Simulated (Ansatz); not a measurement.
MgAl2O4:
```
MgAl2O4
1.0
    0.00000     4.05254     4.05254
    4.05254     0.00000     4.05254
    4.05254     4.05254     0.00000
Mg Al O
2 4 8
Direct
  0.75000   0.75000   0.75000
  0.50000   0.50000   0.50000
  0.62500   0.12500   0.12500
  0.12500   0.12500   0.62500
  0.12500   0.62500   0.12500
  0.12500   0.12500   0.12500
  0.36145   0.36145   0.36145
  0.33435   0.88855   0.88855
  0.36145   0.36145   0.91565
  0.88855   0.33435   0.88855
  0.91565   0.36145   0.36145
  0.88855   0.88855   0.88855
  0.36145   0.91565   0.36145
  0.88855   0.88855   0.33435
```

Relaxed with PBEsol. DFT-PBEsol in the program Ansatz with PAW potentials gives a gap of 5.21 eV.

What gap does HSE06 give on the same cell (Ansatz, PAW)?

7.11 eV, 1.90 eV more. The hybrid was solved on a coarser mesh and at special points; the gap given is the minimum over both.

```json
[
 {"k": "Γ", "v1 PBEsol": "-0.01", "c1 PBEsol": "5.21", "v1 HSE06": "-0.01", "c1 HSE06": "7.11"},
 {"k": "X", "v1 PBEsol": "-0.24", "c1 PBEsol": "8.21", "v1 HSE06": "…", "c1 HSE06": "…"},
 {"k": "L", "v1 PBEsol": "-0.10", "c1 PBEsol": "7.50", "v1 HSE06": "…", "c1 HSE06": "…"},
 {"k": "W", "v1 PBEsol": "-0.33", "c1 PBEsol": "8.38", "v1 HSE06": "…", "c1 HSE06": "…"},
 {"k": "K", "v1 PBEsol": "-0.15", "c1 PBEsol": "8.21", "v1 HSE06": "…", "c1 HSE06": "…"}
]
```

Top valence (v1) and lowest conduction level (c1) in eV from each method's valence maximum (which need not be a listed point): supply the withheld HSE06 values.


- K, v1 HSE06: -0.17
- K, c1 HSE06: 10.22
- X, v1 HSE06: -0.27
- X, c1 HSE06: 10.22
- W, v1 HSE06: -0.35
- W, c1 HSE06: 10.40
- L, v1 HSE06: -0.12
- L, c1 HSE06: 9.47

Cost on shared cores: the PBEsol run (SCF on a 6×6×6 mesh, then bands and DOS) about 40 core-seconds (a rough figure), the HSE06 run (SCF on 4×4×4, then a few points) very roughly 2.9 core-minutes; the tasks are unlike.

Space group Fd-3m (spinel). Symmetry was held in the PBEsol relaxation.

Potentials: the earlier of the program's two PAW sets. The files were generated under PBE; for other functionals the program regenerates the frozen cores, and for LDA and PBEsol the local potential too.
